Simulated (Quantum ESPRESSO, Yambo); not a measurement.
# Quasiparticle gap of AlN (P6_3mc) in Yambo, part 3 of 3

How does a plane-wave GW calculation on AlN (P6_3mc) run from the first input to the gap?

Quantum ESPRESSO 7.5 and Yambo 5.3.0; PBE and many-body steps on it, plane waves. Known limits of the many-body steps: not at the basis limit; coarse k mesh.

So far. Step 3 (Bands along the symmetry lines): The gap is 4.221 eV, as in the run before at this level. Step 4 (Empty states on the mesh, 3×3×4 mesh, 182 bands): On this mesh the gap is 4.221 eV.

The database entry behind the starting cell differs from later determinations by our own check (inner coordinate u about 0.002 short), so it need not match the best structure at ambient conditions.

## (6) Screening and self-energy, 3×3×4 mesh, 182 bands, screening to 210.9 eV

G0W0 replaces the xc potential by the self-energy, built once from these orbitals. Only a window of levels is corrected, while the sums run over the empty bands that the input names.

This step: G0W0 on PBE, plane waves, norm-conserving pseudopotentials.

Contents of gw1.in:

```
HF_and_locXC
gw0
dyson
ppa
em1d
rim_cut
RandQpts= 1000000
RandGvec= 1 RL
EXXRLvcs= 72 Ry
VXCRLvcs= 288 Ry
Chimod= "HARTREE"
% BndsRnXp
 1 | 182 |
%
NGsBlkXp= 15.5 Ry
% LongDrXp
 1 | 1 | 1 |
%
% GbndRnge
 1 | 182 |
%
DysSolver= "n"
ExtendOut
PPAPntXp= 27.21138 eV
% QPkrange
 1 | 10 | 3 | 10 |
%
```

Command:

```sh
OMP_NUM_THREADS=1 mpirun -n 4 yambo -F gw1.in -J gw1 -C gw1 > gw1.log
```

What it wrote:

```text
 Yambo, version 5.3.0

 [02] CORE Variables Setup
 =========================

  [... cell, symmetries and grids as in the set-up ...]

  [02.05] Energies & Occupations
  ==============================

  [X] === General ===
  [X] Electronic Temperature                        :  0.000000  0.000000 [eV K]
  [X] Bosonic    Temperature                        :  0.000000  0.000000 [eV K]
  [X] Finite Temperature mode                       : no
  [X] El. density                                   :  0.38275E+24 [cm-3]
  [X] Fermi Level                                   :  7.106664 [eV]

  [X] === Gaps and Widths ===
  [X] Conduction Band Min                           :  4.220509 [eV]
  [X] Valence Band Max                              :  0.000000 [eV]
  [X] Filled Bands                                  :   8
  [X] Empty Bands                                   :    9  182
  [X] Direct Gap                                    :  4.220509 [eV]
  [X] Direct Gap localized at k                     :  1
  [X] Indirect Gap                                  :  4.220509 [eV]
  [X] Indirect Gap between kpts                     :  1  1
  [X] Last valence band width                       :  2.371270 [eV]
  [X] 1st conduction band width                     :  3.218767 [eV]

 [03] Transferred momenta grid and indexing
 ==========================================

 IBZ Q-points                                      :  10
 BZ  Q-points                                      :   36

 K/Q-points units:
 rlu = crystal or reduced units; cc = cartesian coordinates; iku = interal k-units

 Q [ 1]         [rlu]:  0.000000  0.000000  0.000000
 Q [ 2]         [rlu]:  0.000000  0.000000  0.250000
 Q [ 3]         [rlu]:  0.000000  0.000000 -0.500000
 Q [ 4]         [rlu]: -0.40821E-19  0.33333       0.0000
 Q [ 5]         [rlu]: -0.40821E-19  0.33333      0.25000
 Q [ 6]         [rlu]: -0.40821E-19  0.33333     -0.50000
 Q [ 7]         [rlu]:  0.333333  0.333333  0.000000
 Q [ 8]         [rlu]:  0.333333  0.333333  0.250000
 Q [ 9]         [rlu]:  0.333333  0.333333 -0.500000
 Q [10]         [rlu]:  0.40821E-19 -0.33333      0.25000

 [04] Coloumb potential Random Integration (RIM)
 ===============================================

  [04.01] RIM initialization
  ==========================

  * Diagonal components only detected *

  8 x (sBL volume)        :  0.195400 [a.u.]
  sBZ random points       :  1000000
  Points outside the sBZ  :   7994252
  RL volume               :  0.879301 [a.u.]
  Integrated volume       :  0.879933 [a.u.]

  [04.02] RIM integrals
  =====================

  Gamma point sphere radius             :  0.105259 [a.u.]
  Points outside the sphere             :   811608
  [Int_sBZ(q=0) 1/q^2]*(Vol_sBZ)^(-1/3) =:  7.236165
                                 should be <:  7.795600

  Summary of Coulomb integrals for non-metallic bands |Q|[au] RIM/Bare

  Q [1] 0.100000E-4 0.928237 * Q [2] 0.166880 0.646012
  Q [3] 0.333760 0.872534 * Q [4] 0.411102 1.143679
  Q [10] 0.443682 1.087027 * Q [5] 0.443682 1.086663
  Q [6] 0.529529 1.022105 * Q [7] 0.712050 1.044470
  Q [8] 0.731344 1.037865 * Q [9] 0.786391 1.024498

 [05] Dipoles
 ============

  [05.01] Setup: observables and procedures
  =========================================

  [WARNING] [x,Vnl] slows the Dipoles computation. To neglect it rename the ns.kb_pp file

 [06] Dynamic Dielectric Matrix (PPA)
 ====================================

 [WR./gw1//ndb.pp]---------------------------------------------------------------
  Brillouin Zone Q/K grids (IBZ/BZ)                :   10   36   10   36
  RL vectors                                       :   3777 [WF]
  Coulomb cutoff potential                         : none
  Electronic Temperature                           :  0.000000 [K]
  Bosonic    Temperature                           :  0.000000 [K]
  PPA    diel. fun.  energies                      : Perdew, Burke & Ernzerhof(X)+Perdew, Burke & Ernzerhof(C)
  wavefunctions                                    : Perdew, Burke & Ernzerhof(X)+Perdew, Burke & Ernzerhof(C)
  Global Gauge                                     : length
  X matrix size                                    :  313
  X band range                                     :    1  182
  X e/h energy range                               : -1.000000 -1.000000 [eV]
  X Time ordering                                  : R
  X Hxc Kernel                                     : HARTREE
  X Drude frequency                                :  0.000000  0.000000
  X poles                                          :  100.0000 [o/o]
  RL vectors in the sum                            :   3777
  [r,Vnl] included                                 : yes
  Field direction                                  :  0.577350E-5  0.577350E-5  0.577350E-5
  BZ energy Double Grid                            : no
  BZ energy DbGd points                            : 0
  BZ Q point size factor                           : -1.000000
  X Optical Averaged directions                    : none

 [07] Local Exchange-Correlation + Non-Local Fock
 ================================================

 [VXC] Plane waves :  23187
 [EXS] Plane waves :  2875

 QP @ state[ 1 ] K range:   1  10
 QP @ state[ 1 ] b range:   3  10

 [xc] Functional : Perdew, Burke & Ernzerhof(X)+Perdew, Burke & Ernzerhof(C)
 [xc] LIBXC used to calculate xc functional
  PP Number of Atomic Species                      :  2
  NLCC RL compoments                               :  23187
  PP Number of Atomic Species                      :  2
  NLCC RL compoments                               :  23187

 [xc] E_xc :  -6.931593 [Ha]
      E_xc :  -13.86319 [Ry]

  Local XC kind (lXC) : Perdew, Burke & Ernzerhof(X)+Perdew, Burke & Ernzerhof(C)
  Non-Local XC kind (nlXC) : Hartree-Fock

  Corrections @ K [1] :  [eV]
 <3|nlXC|3> = -18.50954  0.78569E-17 <3|lXC|3> = -12.68621 -0.28323E-15
 <4|nlXC|4> = -20.90322 -0.52764E-17 <4|lXC|4> = -16.48961 -0.28775E-23
 <5|nlXC|5> = -20.90276 -0.23684E-16 <5|lXC|5> = -16.48961 -0.28323E-15
 <6|nlXC|6> = -21.12526 -0.27407E-16 <6|lXC|6> = -16.99289  0.37763E-15
 <7|nlXC|7> = -21.12496  0.23897E-16 <7|lXC|7> = -16.99289  0.37763E-15
 <8|nlXC|8> = -20.86447  0.36543E-16 <8|lXC|8> = -17.08523  0.37763E-15
 <9|nlXC|9> = -7.867130  0.45084E-17 <9|lXC|9> = -12.50474 -0.94407E-16
 <10|nlXC|10> = -5.604894 -0.19318E-17 <10|lXC|10> = -10.79204  0.94406E-16

  Corrections @ K [2] :  [eV]
 <3|nlXC|3> = -18.90048  0.41848E-16 <3|lXC|3> = -13.32518  0.14161E-15
 <4|nlXC|4> = -19.93636 -0.76067E-17 <4|lXC|4> = -15.90087  0.37763E-15
[...]
Corrections @ K [3] :  [eV]
[...]
Corrections @ K [4] :  [eV]
[...]
Corrections @ K [5] :  [eV]
[...]
[... 4 further k-points ...]
  Corrections @ K [10] :  [eV]
[...]
<6|nlXC|6> = -20.34702  0.31676E-16 <6|lXC|6> = -15.67810  0.94408E-16
 <7|nlXC|7> = -20.50815  0.32177E-16 <7|lXC|7> = -16.36281 -0.14285E-21
 <8|nlXC|8> = -20.79974 -0.11172E-16 <8|lXC|8> = -16.48367 -0.18882E-15
 <9|nlXC|9> = -5.514694  0.44999E-17 <9|lXC|9> = -10.30844 -0.18882E-15
 <10|nlXC|10> = -5.407514  0.23542E-17 <10|lXC|10> = -10.43960 -0.11801E-16

  [07.01] Hartree-Fock occupations report
  =======================================

  [Hartree-Fock] === General ===
  [Hartree-Fock] Electronic Temperature             :  0.000000  0.000000 [eV K]
  [Hartree-Fock] Bosonic    Temperature             :  0.000000  0.000000 [eV K]
  [Hartree-Fock] Finite Temperature mode            : no
  [Hartree-Fock] El. density                        :  0.38275E+24 [cm-3]
  [Hartree-Fock] Fermi Level                        :  7.106664 [eV]

  [Hartree-Fock] === Gaps and Widths ===
  [Hartree-Fock] Conduction Band Min                :  8.858121 [eV]
  [Hartree-Fock] Valence Band Max                   : -3.779240 [eV]
  [Hartree-Fock] Filled Bands                       :   8
  [Hartree-Fock] Empty Bands                        :    9  182
  [Hartree-Fock] Direct Gap                         :  12.63736 [eV]
  [Hartree-Fock] Direct Gap localized at k          :  1
  [Hartree-Fock] Indirect Gap                       :  12.63736 [eV]
  [Hartree-Fock] Indirect Gap between kpts          :  1  1
  [Hartree-Fock] Last valence band width            :  3.268972 [eV]
  [Hartree-Fock] 1st conduction band width          :  3.860554 [eV]

 [08] Dyson equation: Newton solver
 ==================================

  [08.01] G0W0 (W PPA)
  ====================

  [  GW  ] Bands range     :    1  182
  [GW/PPA] G damping       :  0.100000 [eV]

  QP @ state[ 1 ] K range:   1  10
  QP @ state[ 1 ] b range:   3  10

   Sc/G bands                                       :    1  182
   Sc/G damping                                     :  0.100000 ev
   Sc bands terminator                              : no
   Sx RL components                                 :  2875

   QP @ state[ 1 ] K range                          :   1  10
   QP @ state[ 1 ] b range                          :   3  10
   GF energies kind                                 : Perdew, Burke & Ernzerhof(X)+Perdew, Burke & Ernzerhof(C)
   GF WF`s kind                                     : Perdew, Burke & Ernzerhof(X)+Perdew, Burke & Ernzerhof(C)
   Xs energies kind                                 : Perdew, Burke & Ernzerhof(X)+Perdew, Burke & Ernzerhof(C)
   Xs WF`s kind                                     : Perdew, Burke & Ernzerhof(X)+Perdew, Burke & Ernzerhof(C)

 [11] Game Over & Game summary
```

Run time: 6.6 min. Hardware: 4 MPI ranks of Arm Neoverse V2, shared host; peak memory 1.5 GiB; 26 min of CPU time.

This step gave:

```
G0W0 gap on the mesh                         : 5.594 eV
starting gap on the mesh                     : 4.221 eV
k of the valence top                         : 0, 0, 0
k of the conduction bottom                   : 0, 0, 0
least direct G0W0 gap on the computed points : 5.594 eV
Z at the valence top                         : 0.7927
Z at the conduction bottom                   : 0.8191
```

The gap on the mesh goes from 4.22 eV to 5.59 eV, a correction of +1.37 eV.

Limits: finite bands, cutoff and mesh; coarse k mesh. v1 is the top filled band, c1 the lowest empty one. Levels before and after the correction, in eV, zero at the valence-band top of each column:

```
           conduction bottom  valence top
Kohn-Sham               4.22         0.00
     G0W0               5.59         0.00
```

```
             level  energy (eV)
Kohn-Sham     Γ v4       -0.831
Kohn-Sham  Γ v3-v2       -0.180
Kohn-Sham     Γ v1        0.000
Kohn-Sham     Γ c1        4.221
Kohn-Sham     Γ c2        6.676
     G0W0     Γ v4       -1.032
     G0W0  Γ v3-v2       -0.263
     G0W0     Γ v1        0.000
     G0W0     Γ c1        5.594
     G0W0     Γ c2        8.087
```

## (7) Where the time went

Times are wall times on the hardware named with each run, good to a factor of about two.

```
                          step     time  share  memory (GiB)
                  ground state    4.6 s    1 %          0.24
bands along the symmetry lines    3.7 s    1 %           0.2
      empty states on the mesh     12 s    3 %          0.38
         conversion and set-up    1.8 s    0 %          0.23
     screening and self-energy  6.6 min   95 %           1.5
```

## (8) Outcome

```yaml
pbe_gap: 4.22 eV, direct
g0w0_gap_on_the_mesh: 5.59 eV
gw_settings: 3×3×4 mesh, 182 bands, screening to 210.9 eV, Godby-Needs plasmon pole
known_limits: not at the basis limit; coarse k mesh
```

**Reading.** G0W0 moves the gap on the mesh from 4.22 eV to 5.59 eV (+1.37 eV), with Z of 0.79 and 0.82 at the edges. The dearest step here is «screening and self-energy». Bands and cutoff are finite, so the gap is not at the basis limit. The miss can reach some tenths of an eV and take either sign; the mesh is an error of its own. The 3×3×4 mesh is coarse for this cell, which bears on the long-range parts of exchange and screening.

[Paths, hosts, dates, memory and timing lines, banners, echoed tables and standing remarks are left out of the program output.]

[Logs are printed without paths, hosts, clocks, repeated set-up lines and the standing remarks that a program may print on its own settings, such as how far it seeks lower states.]

[Runs of the session that timed out or met a known fault of the program may be left out.]

[Hosts, paths, dates, database ids (printed as entryN), source tags and the programs' standing remarks are cut or masked in the printed files.]
